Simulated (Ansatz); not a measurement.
SnO at a changed volume: ¹⁷O NMR of the central transition

Cell: a structure deposited in the COD, relaxed with PBE at fixed cell and then changed (volume scaled by 0.96, ions relaxed).

Space group Cmme (No. 67); a = 4.9324, b = 5.6427, c = 5.4849 Å.

```
site  Wyckoff  site symmetry       x       y       z
  Sn       4g            mm2  0.0000  0.7500  0.2202
   O       4a            222  0.7500  0.5000  0.0000
```

One atom of each set is listed; the run and its k-mesh use a cell of 8 atoms with edges of 3.75, 3.75, 10.97 Å.

Method: Kohn–Sham DFT in Ansatz, PBE, plane waves and PAW, scalar-relativistic, 420 eV cutoff, Γ-centred 8×8×3 k-points, Fermi–Dirac smearing 0.02 eV.

¹⁷O has I = 5/2 and Q = -25.58 mb (Pyykkö 2018); at 11.7 T its Larmor frequency is ν₀ = 67.6 MHz. Only the quadrupole interaction is simulated: positions count from each site's isotropic chemical shift, and J coupling is left out, as are shift anisotropy and dipolar coupling, which fast spinning averages.

Simulated pattern of one O site (fast magic-angle spinning, Gaussian broadening 0.07 kHz):

offset (kHz), height and a bar:
```
   -2.644          0 
   -2.561          1 
   -2.479          6 ##
   -2.397          7 ##
   -2.314          7 ##
   -2.232          7 ##
   -2.150          8 ##
   -2.067          8 ##
   -1.985          8 ##
   -1.903          8 ##
   -1.820          9 ###
   -1.738         22 ######
   -1.655         45 ##############
   -1.573         58 ##################
   -1.491         87 ##########################
   -1.408         74 ######################
   -1.326         60 ##################
   -1.244         54 ################
   -1.161         52 ################
   -1.079         51 ###############
   -0.997         51 ###############
   -0.914         52 ################
   -0.832         54 ################
   -0.749         58 #################
   -0.667         65 ####################
   -0.585         82 #########################
   -0.502        100 ##############################
   -0.420         75 #######################
   -0.338         63 ###################
   -0.255         42 ############
   -0.173          4 #
   -0.091          0
```

(1) Which |C_Q| and η does the pattern imply?

Results:

(1) The pattern spans 2.30 kHz before broadening and its centre of gravity is at -1.02 kHz, which fixes P_Q; the places of the horns and steps fix η. That gives P_Q = 3.39 MHz, |C_Q| = 3.37 MHz and η = 0.20. The sign of C_Q can't be read from the pattern.

Without spin–orbit coupling (the program notes it for Sn) the gradients can shift somewhat, as the gap is small. With a gap of 0.4 eV on this mesh, the gradients can still move by some per cent as the k-mesh gets denser. The database positions were far from equilibrium, so the relaxed structure may not be the compound's real one.
